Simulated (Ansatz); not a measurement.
CoSi₂: levels along high-symmetry lines

```yaml
crystal:
  lattice:
    - [0.00000, 2.68250, 2.68250]
    - [2.68250, 0.00000, 2.68250]
    - [2.68250, 2.68250, 0.00000]
  atoms:
    - { symbol: Co, position: [0.00000, 0.00000, 0.00000] }
    - { symbol: Si, position: [0.25000, 0.25000, 0.25000] }
    - { symbol: Si, position: [0.75000, 0.75000, 0.75000] }
```

Atom numbers follow the list: Co1, Si2, Si3.

The cell is COD entry 1008148, as deposited and not checked against the literature; nothing was relaxed.

Method: DFT, PBE, all-electron LAPW, scalar-relativistic in Ansatz 0.2.0.

Numerical set-up: a Γ-centred 11×11×11 k mesh, Fermi–Dirac smearing of 0.05 eV, basis error target 1 meV/atom, spin-polarised from start moments Co1 2 μB (the moments died away, and the run ended non-magnetic).

Points in fractions of the reciprocal vectors of this cell: Γ (0, 0, 0), X (0.5, 0, 0.5), U (0.625, 0.25, 0.625), K (0.375, 0.375, 0.75), L (0.5, 0.5, 0.5), W (0.5, 0.25, 0.75). The path joins them by straight lines in the order Γ–X–U–K–Γ–L–W–X; legs that retrace an earlier one aren't tabulated. Energies are in eV from the Fermi level.

Q: Metal or insulator at this level of theory?

A: No gap opens: metallic or semimetallic.

Q: Tabulate bands 18 to 24, counted from the lowest band of the run, along the path.

A: 
```
k (1/Å)  point  band 18  band 19  band 20  band 21  band 22  band 23  band 24
   0.00      Γ    -1.89     0.70     3.41     3.41     3.41     3.43     3.43
   0.17           -1.86     0.84     2.17     2.17     3.04     3.63     4.78
   0.33           -1.78     1.07     1.07     1.10     1.83     3.88     4.31
   0.50           -1.67     0.12     0.12     0.37     1.32     3.41     5.44
   0.67           -1.55    -0.76    -0.69    -0.69     1.45     3.14     6.88
   0.84           -1.44    -1.43    -1.33    -1.33     1.53     3.01     8.18
   1.00           -1.79    -1.77    -1.77    -1.34     1.57     2.95     8.51
   1.17      X    -1.93    -1.93    -1.90    -1.31     1.58     2.93     8.53
   1.23           -1.94    -1.93    -1.86    -1.31     1.60     2.97     8.29
   1.29           -1.96    -1.92    -1.73    -1.29     1.65     3.07     7.86
   1.35           -1.98    -1.90    -1.58    -1.25     1.71     3.26     7.41
   1.41           -2.02    -1.87    -1.44    -1.20     1.79     3.54     6.97
   1.47           -2.08    -1.84    -1.33    -1.14     1.85     3.93     6.56
   1.53           -2.14    -1.80    -1.25    -1.05     1.91     4.40     6.17
   1.59      U    -2.21    -1.74    -1.21    -0.96     1.97     4.96     5.82
   1.69           -2.24    -1.74    -1.23    -0.85     2.10     5.28     5.38
   1.79           -2.24    -1.76    -1.27    -0.73     2.46     4.61     5.76
   1.89           -2.22    -1.80    -1.29    -0.66     3.00     3.84     6.29
   2.00           -2.22    -1.80    -1.29    -0.66     3.00     3.84     6.29
   2.10           -2.24    -1.76    -1.27    -0.73     2.46     4.61     5.76
   2.20           -2.24    -1.74    -1.23    -0.85     2.10     5.28     5.38
   2.30      K    -2.21    -1.74    -1.21    -0.96     1.97     4.96     5.82
   2.48           -2.49    -1.53    -1.24    -0.55     2.13     4.94     6.31
   2.66           -2.83    -1.43    -1.20     0.04     2.38     4.32     5.10
   2.83           -2.00    -1.63    -0.75     0.82     2.79     3.91     3.97
   3.01           -1.82    -0.88    -0.15     1.76     2.95     3.42     3.65
   3.19           -1.88     0.46     0.54     2.18     2.76     3.51     4.25
   3.37           -1.89     0.82     1.95     2.27     3.36     3.44     4.66
   3.54      Γ    -1.89     0.70     3.41     3.41     3.41     3.43     3.43
   3.69           -1.91     0.79     2.17     2.78     2.78     4.09     4.09
   3.83           -1.97     0.47     1.66     2.15     2.15     4.40     4.40
   3.98           -2.02    -0.44     1.51     1.51     2.02     4.07     4.07
   4.12           -2.02    -1.21     0.87     0.87     2.40     3.76     3.76
   4.27           -1.92    -1.75     0.25     0.25     2.62     3.56     3.56
   4.41           -1.73    -1.73    -0.25    -0.25     2.67     3.45     3.45
   4.56      L    -1.61    -1.61    -0.48    -0.48     2.67     3.41     3.41
   4.68           -1.66    -1.65    -0.58    -0.50     2.48     3.50     3.88
   4.80           -1.79    -1.71    -0.75    -0.53     2.37     3.59     4.78
   4.91           -1.94    -1.74    -0.92    -0.58     2.47     3.62     5.84
   5.03           -2.09    -1.76    -1.08    -0.61     2.74     3.63     6.86
   5.15           -2.19    -1.79    -1.25    -0.64     3.10     3.62     6.63
   5.27           -2.26    -1.86    -1.39    -0.66     3.45     3.62     6.07
   5.39      W    -2.28    -1.93    -1.43    -0.67     3.61     3.61     5.83
   5.47           -2.16    -1.93    -1.44    -0.70     3.05     4.26     5.31
   5.55           -2.07    -1.93    -1.45    -0.78     2.57     4.62     4.98
   5.64           -2.01    -1.93    -1.47    -0.92     2.20     4.02     5.75
   5.72           -1.98    -1.93    -1.52    -1.10     1.92     3.54     6.55
   5.81           -1.95    -1.93    -1.64    -1.24     1.73     3.20     7.35
   5.89           -1.94    -1.93    -1.81    -1.30     1.62     3.00     8.10
   5.97      X    -1.93    -1.93    -1.90    -1.31     1.58     2.93     8.53
```
